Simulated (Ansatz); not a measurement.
# Ir (Ir, omega (AlB2-type)): the cost of one run

Program: Ansatz 0.2.0. Level of theory: DFT RPBE, plane waves (420 eV) with PAW, scalar-relativistic; PBE-made PAW files. These are calculated values, not measurements.

## Step 1: The system as given

The structure is hexagonal, space group P6/mmm (No. 191). The conventional cell has a = 4.308 Å, b = 4.308 Å, c = 2.641 Å, α = 90.00°, β = 90.00°, γ = 120.00°. Ir (site symmetry 6/mmm) has 14 Ir at 2.64 to 2.82 Å as nearest neighbours. Ir (site symmetry -6m2) is surrounded by 11 Ir at 2.49 to 2.82 Å.

Coordinates:

```xyz
3
Lattice="4.3081 0.0000 0.0000 -2.1541 3.7309 0.0000 0.0000 0.0000 2.6409" Properties=species:S:1:pos:R:3 pbc="T T T"
Ir    0.0000    0.0000    0.0000
Ir    0.0000    2.4873    1.3204
Ir    2.1541    1.2436    1.3204
```

## Step 2: Geometry optimisation

The input, input.yaml:

```yaml
crystal:
  lattice:
    - [4.3081096287, 0.0, 0.0]
    - [-2.1540548143, 3.7309323807, 0.0]
    - [0.0, 0.0, 2.6408712024]
  atoms:
    - { symbol: Ir, position: [0.0, 0.0, 0.0] }
    - { symbol: Ir, position: [0.3333333333, 0.6666666667, 0.5] }
    - { symbol: Ir, position: [0.6666666667, 0.3333333333, 0.5] }
hamiltonian:
  xc: rpbe
  pseudopotentials:
    kind: paw
    azcp:
      Ir: "pseudopotentials/Ir.paw.azcp"
basis:
  ecutwfc: 420
  fft_grid_basis: typed
kpoints:
  mp_grid: { grid: [9, 9, 12], shift: [0, 0, 0] }
magnetization:
  spin_polarized: false
scf:
  occupations: { method: fermi_dirac, width: 0.1 }
relax:
  max_steps: 60
  f_tol: 0.01
  cell: {}
output:
  write_density: true
  write_potential: true
  elf: true
  volumetric_format: npy
```

Q: Estimate wall time and peak memory on 2 threads of an Arm CPU, shared host.

About 28 s, with a peak of 0.38 GiB.
